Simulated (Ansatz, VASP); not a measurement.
**Zn in VASP and in Ansatz**

Contents of INCAR:

```
SYSTEM = Zn
PREC = Accurate
ENCUT = 520
EDIFF = 1E-6
ISMEAR = 0
SIGMA = 0.15
LREAL = .FALSE.
LASPH = .TRUE.
NELM = 100
ALGO = Fast
ISIF = 2
LWAVE = .FALSE.
LCHARG = .FALSE.
GGA = PE
NBANDS = 12
```

Contents of KPOINTS:

```
Automatic mesh
0
G
  20 20 20
  0 0 0
```

Contents of POSCAR:

```
Zn
1.0
    0.0000000000      1.9058327200      1.9647760000
    1.9058327200      0.0000000000      1.9647760000
    1.9058327200      1.9058327200      0.0000000000
Zn
1
Direct
    0.0000000000      0.0000000000      0.0000000000
```

Input for Ansatz:

```yaml
crystal:
  lattice:
    - [0.0, 1.90583272, 1.964776]
    - [1.90583272, 0.0, 1.964776]
    - [1.90583272, 1.90583272, 0.0]
  atoms:
    - { symbol: Zn, position: [0.0, 0.0, 0.0] }
basis:
  ecutwfc: 420
kpoints:
  mp_grid: { grid: [20, 20, 20] }
hamiltonian:
  xc: pbe
scf:
  occupations: { method: gaussian, width: 0.15 }
output:
  forces: true
  stress: true
  eigenvalues: true
```

Change from the starting cell: strain -0.0300 x Voigt [1, 1, 0, 0, 0, 0], atoms carried along.

Alike in both runs: task single point; functional PBE; k mesh 20 × 20 × 20; occupations gaussian, width 0.15 eV; no spin polarisation.

|  | VASP | Ansatz |
| --- | --- | --- |
| version | VASP 6.6.1 | Ansatz 0.2.0 |
| potentials or method | VASP PAW PBE potentials, release 64 (Zn) | scalar-relativistic, plane waves, PAW |
| plane-wave cutoff (eV) | 520 | 420 |
| valence electrons in the cell | 12 | 12 |

```tsv
	VASP	Ansatz	Ansatz less VASP
gap on the k mesh at the Fermi level (eV)	none	none	-
pressure (GPa)	5.3	5.0	-0.37
largest component of the traceless stress (GPa)	1.94	1.93	-0.003
```

A gap of «none» marks a metal or a gap that the smearing closes. With one functional, cell and mesh, what is left measures potentials, basis and numerics.
